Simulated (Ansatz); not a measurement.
**Notes on TiPbO₃**

```
CELL_PARAMETERS angstrom
3.91157 0.00000 0.00000
0.00000 3.91157 0.00000
0.00000 0.00000 8.32613
ATOMIC_POSITIONS crystal
Pb 0.00000 0.00000 0.00000
Pb 0.00000 0.00000 0.50000
Ti 0.50000 0.50000 0.26910
Ti 0.50000 0.50000 0.76910
O 0.50000 0.50000 0.05650
O 0.50000 0.50000 0.55650
O 0.50000 0.00000 0.30750
O 0.50000 0.00000 0.80750
O 0.00000 0.50000 0.30750
O 0.00000 0.50000 0.80750
```

Single point in Ansatz 0.2.0 with r2SCAN, with U_eff = 2.64 eV on Ti d (all-electron-ortho-atomic projectors), collinear spin. Cutoff 500 eV, PAW datasets, 5×5×2 Γ-centred k mesh, cold filling (width 0.0126 eV).

The state carries no moments; the state need not be the lowest.

Task: Give the Bader charges.

Result: Bader charges in e: Ti +2.39, Pb +1.43, O -1.30 to -1.22. In the mean Ti gives up most and O takes most.

Task: What does the stress say?

Result: The pressure is 0.3 GPa (compression positive), so with the atoms held at these fractions the cell is close to zero pressure. The principal stresses -0.3, -0.3, 1.3 GPa differ, so its shape would change too.

Task: Which atom feels the largest force, and which way?

Result: The largest is on O5 (and as large on other atoms): 0.25 eV/Å, components (0.00, 0.00, -0.25). It makes 180° with the line to a nearest neighbour, Ti3 at 1.77 Å, pointing away from it.

Task: What is the character of the valence top and the conduction bottom?

Result: Within 0.7 eV of the edges, the states project mainly on O p (77 %) and Pb s (16 %) below the gap and on Ti d (91 %) above it.

Task: What is the band gap?

Result: The gap is 2.50 eV, indirect or between spins (the least direct gap found is 2.92 eV). A semilocal functional usually gives too small a gap.

Task: Describe some of the short contacts.

Result: Ti–O at 1.77 Å: least valence density 1.18 e/Å³ and ELF 0.29 there. Pb–O at 2.53 Å: least valence density 0.28 e/Å³ and ELF 0.14 there, a closed-shell (ionic or weak) contact. Both are smooth PAW fields, read partly inside the augmentation spheres.

Origin: a database entry at a rescaled volume. Caveats: the input typed no starting moments; no spin-orbit coupling, which can shift this gap by tenths of an eV; the mesh misses a band edge that the path finds.
